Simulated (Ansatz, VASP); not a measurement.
# Two plane-wave programs on Rh

```
Rh
1.0
     0.00000    1.87762    1.87762
     1.87762    0.00000    1.87762
     1.87762    1.87762    0.00000
Rh
1
Direct
  0.00000 0.00000 0.00000
```

Alike in both runs: task single point; functional LDA; k mesh 24 × 24 × 24; occupations fermi-dirac, width 0.1 eV; no spin polarisation.

```csv
,VASP,Ansatz
version,VASP 6.6.1,Ansatz 0.2.0
potentials or method,"VASP PAW LDA potentials, release 64 (Rh_pv)","plane waves (420 eV) with PAW, scalar-relativistic"
plane-wave cutoff (eV),520,420
valence electrons in the cell,15,17
```

```tsv
	VASP	Ansatz	Ansatz less VASP
pressure (GPa)	0.9	0.0	-0.92
```

The two sets of potentials don't hold the same shells in valence. Ansatz warned: «pseudo_functional_mismatch».
